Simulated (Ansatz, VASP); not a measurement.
# Two plane-wave programs on MgH2

```
Mg H
1.0
    -1.90548    1.90548    4.72572
     1.90548   -1.90548    4.72572
     1.90548    1.90548   -4.72572
Mg H
2 4
Direct
  0.25000 0.75000 0.50000
  0.50000 0.50000 0.00000
  0.46025 0.96025 0.50000
  0.71025 0.71025 0.00000
  0.03975 0.53975 0.50000
  0.28975 0.28975 0.00000
```

Change from the starting cell: the structure that the rattled cubic Laves (C15) type (Fd-3m, No. 227) fell into.

Alike in both runs: functional PBE; k mesh 8 × 8 × 8; occupations gaussian, width 0.02 eV; no spin polarisation.

Ansatz relaxed the structure, and its values are those at the end. VASP's run is a single point on that final structure, the one shown.

```csv
,VASP,Ansatz
version,VASP 6.6.1,Ansatz 0.2.0
potentials or method,"VASP PAW PBE potentials, release 64 (Mg, H)","scalar-relativistic, plane waves, PAW"
plane-wave cutoff (eV),520,420
valence electrons in the cell,8,24
```

Ansatz gave:

| Item | Value |
| --- | --- |
| gap on the k mesh at the Fermi level (eV) | 3.52 |
| least direct gap on the mesh (eV) | 4.77 |
| pressure (GPa) | 0.0 |

Q: What did VASP give for the same quantities?

A: gap on the k mesh at the Fermi level (eV): 3.51; least direct gap on the mesh (eV): 4.76; pressure (GPa): -0.2.

With one functional, cell and mesh, what is left measures potentials, basis and numerics. The two sets of potentials don't hold the same shells in valence.

A k mesh can miss the band edges.
